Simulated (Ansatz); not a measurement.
**Energy landscape near a Si2W structure**

These are results of DFT PBE, scalar-relativistic, plane waves, PAW (Ansatz), not measurements.

Plane waves to 420 eV, a k mesh through Γ of 18×18×18 on the computed 3-atom cell and Gaussian smearing (0.10 eV); no spin polarisation.

Reference cell:

```xyz
3
Lattice="-1.6060 1.6060 3.9400 1.6060 -1.6060 3.9400 1.6060 1.6060 -3.9400" Properties=species:S:1:pos:R:3 pbc="T T T"
Si    0.0000    0.0000    2.6240
Si    0.0000    0.0000    5.2560
W     0.0000    0.0000    0.0000
```

Each variant moves atoms of this cell by the vectors given, if any (Å), and then applies a symmetric strain (tensor components, Cartesian axes). The reference cell isn't relaxed at this level. Energies are per atom at zero smearing, counted from the lowest variant. Pressure is positive in compression.

1. strain (xx yy zz yz xz xy, %) -3.02 -3.02 -0.02 0.00 0.00 0.00; moves: Si1 (0.000, 0.000, 0.037); Si2 (0.000, 0.000, -0.037)
2. strain (xx yy zz yz xz xy, %) -0.26 -0.26 -6.26 0.00 0.00 0.00; moves: Si1 (0.000, 0.000, -0.073); Si2 (0.000, 0.000, 0.073)
3. strain (xx yy zz yz xz xy, %) 2.09 2.09 -6.91 0.00 0.00 0.00; moves: Si1 (0.000, 0.000, 0.037); Si2 (0.000, 0.000, -0.037)
4. strain (xx yy zz yz xz xy, %) 5.15 5.15 2.15 0.00 0.00 0.00; moves: Si1 (0.000, 0.000, -0.306); Si2 (0.000, 0.000, 0.306)
5. strain (xx yy zz yz xz xy, %) 2.98 2.98 4.48 0.00 0.00 0.00; moves: Si1 (0.000, 0.000, -0.037); Si2 (0.000, 0.000, 0.037)

**Question.** Order the variants by energy, lowest first.

**Answer.** 1 (0.0 meV/atom), 5 (33.0 meV/atom), 3 (55.3 meV/atom), 2 (100.1 meV/atom), 4 (542.3 meV/atom).

**Question.** Order them by pressure, highest first.

**Answer.** 2 (23.55 GPa), 1 (18.51 GPa), 3 (13.97 GPa), 4 (-8.49 GPa), 5 (-17.41 GPa).

Spin–orbit coupling is left out, which can shift energies with elements as heavy as these.